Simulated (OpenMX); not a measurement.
A run of OpenMX 3.8.5 is set up as follows.

The input run.py:

```python
from ase.io import read
from ase.calculators.openmx import OpenMX
from ase.calculators.mixing import SumCalculator
from dftd3.ase import DFTD3

atoms = read('HgTe.xyz')

def calculator():
    omx = OpenMX(
        label='HgTe',
        command='openmx',
        nohup=True,
        xc='GGA-PBE',
        kpts=(7, 7, 7),
        system_currentdirectory='./',
        data_path='./DFT_DATA13',
        level_of_fileout=0,
        definition_of_atomic_species=[['Hg', 'Hg8.0-s3p2d2f1', 'Hg_PBE13'], ['Te', 'Te7.0-s3p2d2f1', 'Te_PBE13']],
        atoms_speciesandcoordinates_unit='Ang',
        atoms_speciesandcoordinates=[['1', 'Hg', '0', '0', '0', 9.0, 9.0], ['2', 'Te', '0', '0', '0', 8.0, 8.0]],
        scf_spinpolarization='off',
        scf_electronictemperature=580.226,
        scf_energycutoff=500.0,
        scf_maxiter=100,
        scf_eigenvaluesolver='band',
        scf_mixing_type='rmm-diisk',
        scf_init_mixing_weight=0.05,
        scf_min_mixing_weight=0.001,
        scf_max_mixing_weight=0.3,
        scf_mixing_history=25,
        scf_mixing_startpulay=8,
        scf_criterion=1e-08,
    )
    return SumCalculator([omx, DFTD3(method='pbe', damping='d3bj')])

atoms.calc = calculator()
print('stress_eV_A3', atoms.get_stress().round(8).tolist())
print('forces_eV_A', atoms.get_forces().round(6).tolist())
print('energy_eV', round(atoms.get_potential_energy(), 6))
print('dispersion_eV', round(atoms.calc.mixer.calcs[1].get_potential_energy(atoms), 6))
```

Contents of HgTe.xyz:

```xyz
2
Lattice="-3.0456030000 3.0456030000 1.5594100000 3.0456030000 -3.0456030000 1.5594100000 3.0456030000 3.0456030000 -1.5594100000" Properties=species:S:1:pos:R:3 pbc="T T T"
Hg     0.0000000000      3.0456030000      0.7797050000
Te     0.0000000000      0.0000000000      0.0000000000
```

Potentials or basis: OpenMX 2013 PBE set, Hg8.0-s3p2d2f1, Te7.0-s3p2d2f1, grid cutoff 500 Ry.

The run is started by

```console
$ python run.py > run.log
```

Estimate the band gap on the k mesh.

none (metal or under the smearing width).

Estimate the dispersion energy per atom.

-0.432 eV.

Estimate the pressure.

-0.7 GPa.

Caveat: the basis of atomic orbitals isn't converged, which shifts pressures, moduli and gaps; pairwise dispersion overbinds metals, which lowers pressure and volume. Spin-orbit coupling is left out, which matters for the levels of Hg, Te.
